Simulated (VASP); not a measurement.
# N (P4_2/mnm) in VASP: a series of runs

The runs below take N through single point, with PBEsol.

All numbers are computed with VASP 6.6.1; they aren't measurements. Logs are shortened: lines on timing, memory, paths and dates and some standing lists are left out, and cuts for length are marked.

### 1 The crystal as given

It takes space group P4_2/mnm (No. 136, tetragonal). The conventional cell has a = 4.084 Å, b = 4.084 Å, c = 5.346 Å, α = 90.00°, β = 90.00°, γ = 90.00°. N (site symmetry m2m) has 1 N at 1.11 Å as nearest neighbours.

### 2 Single point, PBEsol

Input file INCAR:

```
PREC = Accurate
ENCUT = 650
EDIFF = 1E-6
ISMEAR = 0
SIGMA = 0.05
LREAL = F
LASPH = T
NELM = 100
ALGO = Normal
ISIF = 2
LWAVE = F
LCHARG = F
GGA = PS
ADDGRID = F
```

Input file KPOINTS:

```
regular mesh
0
Gamma
  2 2 1
```

Input file POSCAR:

```
N
1.0
    4.0840619700      0.0000000000      0.0000000000
    0.0000000000      4.0840619700      0.0000000000
    0.0000000000      0.0000000000      5.3459132500
N
4
Direct
    0.4042752000      0.5957248000      0.5000000000
    0.0957248000      0.0957248000      0.0000000000
    0.5957248000      0.4042752000      0.5000000000
    0.9042752000      0.9042752000      0.0000000000
```

Potentials or basis: VASP PAW PBE potentials, release 64 (N).

On the command line:

```console
$ cat potpaw_PBE.64/N/POTCAR > POTCAR
$ mpirun -np 1 vasp_std > vasp.out
```

OUTCAR:

```text
PREC = Accurate
   ENCUT = 650
   EDIFF = 1E-6
   ISMEAR = 0
   LREAL = F
   LASPH = T
   NELM = 100
   ISIF = 2
   GGA = PS

 Found      3 irreducible k-points:

 Following reciprocal coordinates:
            Coordinates               Weight
  0.000000  0.000000  0.000000      1.000000
  0.500000  0.000000  0.000000      2.000000
  0.500000  0.500000  0.000000      1.000000
   k-points           NKPTS =      3   k-points in BZ     NKDIM =      3   number of bands    NBANDS=     14
   number of dos      NEDOS =    301   number of ions     NIONS =      4
   total plane-waves  NPLWV =  62208
   dimension x,y,z NGX =    36 NGY =   36 NGZ =   48
   dimension x,y,z NGXF=    72 NGYF=   72 NGZF=   96
   ions per type =               4
   NGX,Y,Z   is equivalent  to a cutoff of  14.65, 14.65, 14.93 a.u.
   NGXF,Y,Z  is equivalent  to a cutoff of  29.31, 29.31, 29.85 a.u.
 SYSTEM =  unknown system
   PREC   = accura    normal or accurate (medium, high low for compatibility)
   ISTART =      0    job   : 0-new  1-cont  2-samecut
   ICHARG =      2    charge: 1-file 2-atom 10-const
   ISPIN  =      1    spin polarized calculation?
   LNONCOLLINEAR =      F non collinear calculations
   LSORBIT =      F    spin-orbit coupling
   LASPH  =      T    aspherical Exc in radial PAW
   ENCUT  =  650.0 eV  47.77 Ry    6.91 a.u.   8.49  8.49 11.11*2*pi/ulx,y,z
   NELM   =    100;   NELMIN=  2; NELMDL= -5     # of ELM steps
   EDIFF  = 0.1E-05   stopping-criterion for ELM
   LREAL  =      F    real-space projection
   EDIFFG = 0.1E-04   stopping-criterion for IOM
   NSW    =      0    number of steps for IOM
   IBRION =     -1    ionic relax: 0-MD 1-quasi-New 2-CG
   NFREE  =      0    steps in history (QN), initial steepest desc. (CG)
   ISIF   =      2    stress and relaxation
   ISYM   =      2    0-nonsym 1-usesym 2-fastsym
   POTIM  = 0.5000    time-step for ionic-motion
   TEBEG  =    0.0;   TEEND  =   0.0 temperature during run
   PSTRESS=    0.0 pullay stress
   NELECT =      20.0000    total number of electrons
   NUPDOWN=      -1.0000    fix difference up-down
   EMIN   =  10.00;   EMAX   =-10.00  energy-range for DOS
   EFERMI =   0.00;   METHOD = LEGACY
   ISMEAR =     0;   SIGMA  =   0.05  broadening in eV -4-tet -1-fermi 0-gaus
   EFERMI_NEDOS =   21; number of points for ismear=-14 and -15
   IALGO  =     38    algorithm
   IMIX   =      4    mixing-type and parameters
     AMIX     =   0.40;   BMIX     =  1.00
     AMIX_MAG =   1.60;   BMIX_MAG =  1.00
  volume/ion in A,a.u.               =      22.29       150.43
  Fermi-wavevector in a.u.,A,eV,Ry     =   0.994678  1.879669 13.461399  0.989385
  Thomas-Fermi vector in A             =   2.126646
   LORBIT       =      0    0 simple, 1 ext, 2 COOP (PROOUT), +10 PAW based schemes
   GGA     = PS    functional components
   LHFCALC =     F    Hartree Fock is set to
   AEXX    =    0.0000 exact exchange contribution
   IVDW    =     0    specifies the selected vdW correction
   LEPSILON=     F    determine dielectric tensor
   LRPA    =     F    only Hartree local field effects (RPA)
 non-spin polarized calculation
 Gauss-broadening in eV      SIGMA  =   0.05
  energy-cutoff  :      650.00
  volume of cell :       89.17
 maximum number of plane-waves:      3360
 NGX is ok and might be reduce to    36
   NGX = 17   NGY = 17   NGZ = 23

 number of electron      19.9999998 magnetization

 Free energy of the ion-electron system (eV)
  ---------------------------------------------------
  ext. energy  EPLUGINS =         0.00000000
  ---------------------------------------------------
  free energy    TOTEN  =       -34.14567350 eV

  energy without entropy =      -34.14567350  energy(sigma->0) =      -34.14567350

 E-fermi :  -6.0908     XC(G=0):  -6.4874

 val. band max:       -6.4052822715   @ k =   0.5000   0.5000   0.0000
 cond. band min:       0.4627305779   @ k =   0.0000   0.0000   0.0000
 fundamental gap:      6.8680128494
 Fermi energy:        -6.0908126148

 k-point     1 :       0.0000    0.0000    0.0000
  band No.  band energies     occupation
      1     -24.7505      2.00000
      2     -24.6871      2.00000
      3      -9.7185      2.00000
      4      -9.7185      2.00000
      5      -8.4508      2.00000
      6      -7.8781      2.00000
      7      -7.8781      2.00000
      8      -7.7857      2.00000
      9      -7.3819      2.00000
     10      -6.5712      2.00000
     11       0.4627      0.00000
     12       1.3400      0.00000
     13       1.7084      0.00000
     14       1.7084      0.00000

 k-point     2 :       0.5000    0.0000    0.0000
  band No.  band energies     occupation
      1     -24.7066      2.00000
      2     -24.7066      2.00000
      3      -9.9657      2.00000
      4      -9.9657      2.00000
      5      -8.0851      2.00000
      6      -8.0851      2.00000
      7      -8.0836      2.00000
      8      -8.0836      2.00000
      9      -6.6065      2.00000
     10      -6.6065      2.00000
     11       1.4987      0.00000
     12       1.4987      0.00000
     13       1.5053      0.00000
     14       1.5053      0.00000

 k-point     3 :       0.5000    0.5000    0.0000
  band No.  band energies     occupation
      1     -24.6947      2.00000
      2     -24.6947      2.00000
      3     -10.1284      2.00000
      4     -10.1284      2.00000
      5      -8.2318      2.00000
      6      -8.2318      2.00000
      7      -8.0346      2.00000
      8      -8.0346      2.00000
      9      -6.4053      2.00000
     10      -6.4053      2.00000
     11       1.2679      0.00000
     12       1.2679      0.00000
     13       2.2575      0.00000
     14       2.2575      0.00000

------------------------ aborting loop because EDIFF is reached ----------------------------------------

  FORCE on cell =-STRESS in cart. coord.  units (eV):
  Direction    XX          YY          ZZ          XY          YZ          ZX
  --------------------------------------------------------------------------------------
  -------------------------------------------------------------------------------------
  Total        0.8342356      0.8342356      0.3032623     -0.0000000      0.0000000      0.0000000
  in kB       14.9896931     14.9896931      5.4490708     -0.0000000      0.0000000      0.0000000
  external PRESSURE =      11.8094857 kB  Pullay stress =       0.0000000 kB

 VOLUME and BASIS-vectors are now :
 -----------------------------------------------------------------------------
  energy-cutoff  :      650.00
  volume of cell :       89.17
      direct lattice vectors                 reciprocal lattice vectors
     4.084061970  0.000000000  0.000000000     0.244854267  0.000000000  0.000000000
     0.000000000  4.084061970  0.000000000     0.000000000  0.244854267  0.000000000
     0.000000000  0.000000000  5.345913250     0.000000000  0.000000000  0.187058778

 POSITION                                       TOTAL-FORCE (eV/Angst)
 -----------------------------------------------------------------------------------
      1.65108      2.43298      2.67296        -0.533005      0.533005      0.000000
      0.39095      0.39095      0.00000         0.533005      0.533005     -0.000000
      2.43298      1.65108      2.67296         0.533005     -0.533005      0.000000
      3.69312      3.69312      0.00000        -0.533005     -0.533005      0.000000
 -----------------------------------------------------------------------------------
    total drift:                                0.000000      0.000000     -0.000000

  FREE ENERGIE OF THE ION-ELECTRON SYSTEM (eV)
  ---------------------------------------------------
  free  energy   TOTEN  =       -34.1456735007 eV

  energy  without entropy=      -34.1456735007  energy(sigma->0) =      -34.14567350
```

Run time: 6.8 s. Hardware: 1 thread of Intel Xeon Platinum 8259CL at 2.50GHz (Skylake/Cascade Lake), shared host; peak memory 0.21 GiB.

These settings aren't checked as converged: the numbers below hold their error.

Results:

```yaml
Free_energy: -34.1457 eV
Pressure: 1.2 GPa
Largest_force: 0.754 eV/Å
Band_gap_on_the_k_mesh: 6.87 eV, indirect (least direct gap 7.03 eV)
```

Caveat: the k mesh is coarse (spacing up to 1.18 Å⁻¹), so the values aren't converged; the standard files for N, O and F lose accuracy on very short bonds; the PAW data sets were made with another functional, which shifts forces and pressure a little; an odd mesh through Γ misses points on the zone boundary, where band edges often lie.

### 3 Single point, PBEsol

INCAR, as its differences from that of step 2:

```diff
@@ -1,3 +1,3 @@
 PREC = Accurate
-ENCUT = 650
+ENCUT = 460
 EDIFF = 1E-6
```

Input file KPOINTS:

```
regular mesh
0
Gamma
  2 2 2
```

POSCAR is that of step 2.

Potentials or basis: VASP PAW PBE potentials, release 64 (N).

On the command line:

```console
$ cat potpaw_PBE.64/N/POTCAR > POTCAR
$ mpirun -np 1 vasp_std > vasp.out
```

OUTCAR:

```text
PREC = Accurate
   ENCUT = 460
   EDIFF = 1E-6
   ISMEAR = 0
   LREAL = F
   LASPH = T
   NELM = 100
   ISIF = 2
   GGA = PS

 Found      6 irreducible k-points:

 Following reciprocal coordinates:
            Coordinates               Weight
  0.000000  0.000000  0.000000      1.000000
  0.500000  0.000000  0.000000      2.000000
  0.500000  0.500000  0.000000      1.000000
  0.000000  0.000000  0.500000      1.000000
  0.500000  0.000000  0.500000      2.000000
  0.500000  0.500000  0.500000      1.000000
   k-points           NKPTS =      6   k-points in BZ     NKDIM =      6   number of bands    NBANDS=     14
   number of dos      NEDOS =    301   number of ions     NIONS =      4
   total plane-waves  NPLWV =  36000
   dimension x,y,z NGX =    30 NGY =   30 NGZ =   40
   dimension x,y,z NGXF=    60 NGYF=   60 NGZF=   80
   ions per type =               4
   NGX,Y,Z   is equivalent  to a cutoff of  12.21, 12.21, 12.44 a.u.
   NGXF,Y,Z  is equivalent  to a cutoff of  24.42, 24.42, 24.88 a.u.
 SYSTEM =  unknown system
   PREC   = accura    normal or accurate (medium, high low for compatibility)
   ISTART =      0    job   : 0-new  1-cont  2-samecut
   ICHARG =      2    charge: 1-file 2-atom 10-const
   ISPIN  =      1    spin polarized calculation?
   LNONCOLLINEAR =      F non collinear calculations
   LSORBIT =      F    spin-orbit coupling
   LASPH  =      T    aspherical Exc in radial PAW
   ENCUT  =  460.0 eV  33.81 Ry    5.81 a.u.   7.14  7.14  9.35*2*pi/ulx,y,z
   NELM   =    100;   NELMIN=  2; NELMDL= -5     # of ELM steps
   EDIFF  = 0.1E-05   stopping-criterion for ELM
   LREAL  =      F    real-space projection
   EDIFFG = 0.1E-04   stopping-criterion for IOM
   NSW    =      0    number of steps for IOM
   IBRION =     -1    ionic relax: 0-MD 1-quasi-New 2-CG
   NFREE  =      0    steps in history (QN), initial steepest desc. (CG)
   ISIF   =      2    stress and relaxation
   ISYM   =      2    0-nonsym 1-usesym 2-fastsym
   POTIM  = 0.5000    time-step for ionic-motion
   TEBEG  =    0.0;   TEEND  =   0.0 temperature during run
   PSTRESS=    0.0 pullay stress
   NELECT =      20.0000    total number of electrons
   NUPDOWN=      -1.0000    fix difference up-down
   EMIN   =  10.00;   EMAX   =-10.00  energy-range for DOS
   EFERMI =   0.00;   METHOD = LEGACY
   ISMEAR =     0;   SIGMA  =   0.05  broadening in eV -4-tet -1-fermi 0-gaus
[... 23 lines left out ...]
 number of electron      20.0000000 magnetization

 Free energy of the ion-electron system (eV)
  ---------------------------------------------------
  ext. energy  EPLUGINS =         0.00000000
  ---------------------------------------------------
  free energy    TOTEN  =       -34.12550055 eV

  energy without entropy =      -34.12550055  energy(sigma->0) =      -34.12550055

 E-fermi :  -6.0926     XC(G=0):  -6.4914

 val. band max:       -6.3733082639   @ k =   0.5000   0.5000   0.5000
 cond. band min:       0.4593772097   @ k =   0.0000   0.0000   0.0000
 fundamental gap:      6.8326854736
 Fermi energy:        -6.0926262335

 k-point     1 :       0.0000    0.0000    0.0000
  band No.  band energies     occupation
      1     -24.7704      2.00000
      2     -24.7065      2.00000
      3      -9.7164      2.00000
      4      -9.7164      2.00000
      5      -8.4598      2.00000
      6      -7.8880      2.00000
      7      -7.8880      2.00000
      8      -7.7956      2.00000
      9      -7.3842      2.00000
     10      -6.5725      2.00000
     11       0.4594      0.00000
     12       1.3365      0.00000
     13       1.7052      0.00000
     14       1.7052      0.00000
[... 71 lines left out ...]
      1     -24.7142      2.00000
      2     -24.7142      2.00000
      3     -10.0966      2.00000
      4     -10.0966      2.00000
      5      -8.2891      2.00000
      6      -8.2891      2.00000
      7      -8.0800      2.00000
      8      -8.0800      2.00000
      9      -6.3733      2.00000
     10      -6.3733      2.00000
     11       1.2967      0.00000
     12       1.2967      0.00000
     13       2.2542      0.00000
     14       2.2542      0.00000

------------------------ aborting loop because EDIFF is reached ----------------------------------------

  FORCE on cell =-STRESS in cart. coord.  units (eV):
  Direction    XX          YY          ZZ          XY          YZ          ZX
  --------------------------------------------------------------------------------------
  -------------------------------------------------------------------------------------
  Total        0.7826294      0.7826294     -0.3155766      0.0000000      0.0000000      0.0000000
  in kB       14.0624236     14.0624236     -5.6703365      0.0000000      0.0000000      0.0000000
  external PRESSURE =       7.4848369 kB  Pullay stress =       0.0000000 kB

 VOLUME and BASIS-vectors are now :
 -----------------------------------------------------------------------------
  energy-cutoff  :      460.00
  volume of cell :       89.17
      direct lattice vectors                 reciprocal lattice vectors
     4.084061970  0.000000000  0.000000000     0.244854267  0.000000000  0.000000000
     0.000000000  4.084061970  0.000000000     0.000000000  0.244854267  0.000000000
     0.000000000  0.000000000  5.345913250     0.000000000  0.000000000  0.187058778

 POSITION                                       TOTAL-FORCE (eV/Angst)
 -----------------------------------------------------------------------------------
      1.65108      2.43298      2.67296        -0.747299      0.747299     -0.000000
      0.39095      0.39095      0.00000         0.747299      0.747299      0.000000
      2.43298      1.65108      2.67296         0.747299     -0.747299     -0.000000
      3.69312      3.69312      0.00000        -0.747299     -0.747299     -0.000000
 -----------------------------------------------------------------------------------
    total drift:                               -0.000000     -0.000000      0.000000

  FREE ENERGIE OF THE ION-ELECTRON SYSTEM (eV)
  ---------------------------------------------------
  free  energy   TOTEN  =       -34.1255005476 eV

  energy  without entropy=      -34.1255005476  energy(sigma->0) =      -34.12550055
```

Wall time 6.8 s (1 thread of Intel Xeon Platinum 8259CL at 2.50GHz (Skylake/Cascade Lake), shared host); peak memory 0.16 GiB.

These settings aren't checked as converged: the numbers below hold their error.

What came out:

- Free energy: -34.1255 eV
- Pressure: 0.7 GPa
- Largest force: 1.057 eV/Å
- Band gap on the k mesh: 6.83 eV, indirect (least direct gap 7.03 eV)

Caveat: the k mesh is coarse (spacing up to 0.77 Å⁻¹), so the values aren't converged; the cutoff is under 1.25 times the usual one of these potentials, so pressure, stress and relaxed cells hold a basis-set (Pulay) error; the standard files for N, O and F lose accuracy on very short bonds; the PAW data sets were made with another functional, which shifts forces and pressure a little.

### 4 For comparison

An earlier run on the cell as given: functional PBE; potentials or basis VASP PAW PBE potentials, release 64 (N); cutoff 520 eV; k mesh 7 × 7 × 5; occupations fermi-dirac, width 0.05 eV; no spin polarisation.

- Pressure: 1.8 GPa
- Largest force: 1.072 eV/Å
- Band gap on the k mesh: 6.90 eV, indirect (least direct gap 7.08 eV)
